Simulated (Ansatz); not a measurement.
# Moving the strain (εzz = s) in Bi

```
Bi
1.0
     3.23838    0.00000    0.00000
     0.00000    3.22164    0.00000
    -0.08045    0.00000    6.44389
Bi
2
Direct
  0.54425 0.00000 0.74958
  0.45575 0.00000 0.25042
```

This isn't the form of Bi at room conditions, which is rhombohedral.

Kept alike: task single point; functional PBEsol; k mesh 8 × 8 × 4; occupations fermi-dirac, width 0.05 eV; no spin polarisation. Program: Ansatz, all-electron LAPW, scalar-relativistic, cutoff 188 eV. The mesh is that of the run's cell of 2 atoms. No spin-orbit coupling.

| s | free energy over the lowest row (meV/atom) |
| --- | --- |
| 0 | 0.00 |
| 0.02 | 7.66 |
| 0.04 | 23.21 |

The cell shown is the unstrained one; x, y and z are its Cartesian axes; atoms keep their fractions. For a metal such a mesh leaves the last digits unconverged.

Task: What does the strain (εzz = s) change here?

Result: The free energy rises from 0.00 to 23.21 meV/atom between 0 and 0.04.
